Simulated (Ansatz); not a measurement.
## MnSi: from a first guess to the relaxed rocksalt type

First guess:

```xyz
2
Lattice="0.0000 2.3846 2.3846 2.3846 0.0000 2.3846 2.3846 2.3846 0.0000" Properties=species:S:1:pos:R:3 pbc="T T T"
Mn    0.0000    0.0000    0.0000
Si    2.3846    2.3846    2.3846
```

Method: DFT, PBE, PAW with Ansatz's default frozen-core files, scalar-relativistic in Ansatz 0.2.0.

Cell and atoms relax within the symmetry of the start on a 15×15×15 k mesh with 0.05 eV Fermi–Dirac smearing, from parallel moments.

The start is built from a prototype, known or not as a phase of this compound; the cutoff is 420 eV.

The magnetic state is the one reached from parallel moments; other orders may lie lower.

(1) What is the pressure of the first guess?

(2) What does it relax to?

(3) How much energy does the relaxation release?

(4) What moment does the relaxed primitive cell (2 atoms) carry?

Answers

(1) 5.39 GPa.

(2) a = 4.845 Å, b = 4.845 Å, c = 4.845 Å, α = 90.00°, β = 90.00°, γ = 90.00° (conventional cell), 14.22 Å³ per atom:
Space group Fm-3m (No. 225). a = 4.845 Å, b = 4.845 Å, c = 4.845 Å, α = 90.00°, β = 90.00°, γ = 90.00°
| atom | site | symmetry | x | y | z |
| --- | --- | --- | --- | --- | --- |
| Mn | 4a | m-3m | 0.0000 | 0.0000 | 0.0000 |
| Si | 4b | m-3m | 0.5000 | 0.0000 | 0.0000 |

(3) 11 meV/atom.

(4) 2.47 μB.
